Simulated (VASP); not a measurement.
BaTiO3: relaxation of cell and atoms with r2SCAN

Crystal: BaTiO3.

```xyz
5
Lattice="4.0060 0.0000 0.0000 0.0000 4.0060 0.0000 0.0000 0.0000 4.0060" Properties=species:S:1:pos:R:3 pbc="T T T"
Ba    2.0030    2.0030    2.0030
Ti    0.0000    0.0000    0.0000
O     0.0000    0.0000    2.0030
O     0.0000    2.0030    0.0000
O     2.0030    0.0000    0.0000
```

```
Program                : VASP 6.6.1
Task                   : relaxation of cell and atoms
Functional             : r2SCAN
Potentials or basis    : VASP PAW PBE potentials, release 64 (Ba_sv, Ti_sv, O)
Cutoff                 : 600 eV
k mesh                 : 7 × 7 × 7
Occupations            : gaussian, width 0.05 eV
Spin                   : no spin polarisation
Further INCAR settings : ALGO = Normal; EDIFF = 1e-06; IBRION = 2; EDIFFG = -0.01; NSW = 40; ISIF = 3
```

The relaxed volume is 12.87 Å³/atom, the relaxed cell is a = 4.007 Å, b = 4.007 Å, c = 4.007 Å, α = 90.00°, β = 90.00°, γ = 90.00° and the space group after relaxing (to 0.05 Å) is Pm-3m (No. 221). The energy gained by relaxing is 0.0 meV/atom and the ionic steps are 3. The pressure after relaxing is 0.0 GPa and the band gap on the k mesh is 2.19 eV, indirect (least direct gap 2.29 eV).

Final structure:
```cif
data_structure
_symmetry_space_group_name_H-M 'P 1'
_symmetry_Int_Tables_number 1
_cell_length_a 4.0074
_cell_length_b 4.0074
_cell_length_c 4.0074
_cell_angle_alpha 90.000
_cell_angle_beta 90.000
_cell_angle_gamma 90.000
_cell_volume 64.36
loop_
_atom_site_label
_atom_site_type_symbol
_atom_site_fract_x
_atom_site_fract_y
_atom_site_fract_z
_atom_site_occupancy
Ba1 Ba 0.50000 0.50000 0.50000 1
Ti1 Ti 0.00000 0.00000 0.00000 1
O1 O 0.00000 0.00000 0.50000 1
O2 O 0.00000 0.50000 0.00000 1
O3 O 0.50000 0.00000 0.00000 1
```

Levels at points of the mesh, in eV from the valence-band top:
| k point | band 18 | band 19 | band 20 | band 21 | band 22 | band 23 |
| --- | --- | --- | --- | --- | --- | --- |
| (0.00, 0.00, 0.00) | -0.10 | -0.10 | -0.10 | 2.19 | 2.19 | 2.19 |

Wall time 9.7 min on 1 thread of AMD EPYC 7R43 64-Core Processor (Zen 3) (shared host), peak memory 0.19 GiB.

Caveat: the PAW data sets were made with another functional, which shifts forces and pressure a little; spin-orbit coupling is left out, which moves the levels of the heavy elements; an odd mesh through Γ misses points on the zone boundary, where band edges often lie. r2SCAN opens gaps a little over a GGA but as a rule still falls short of measured ones.
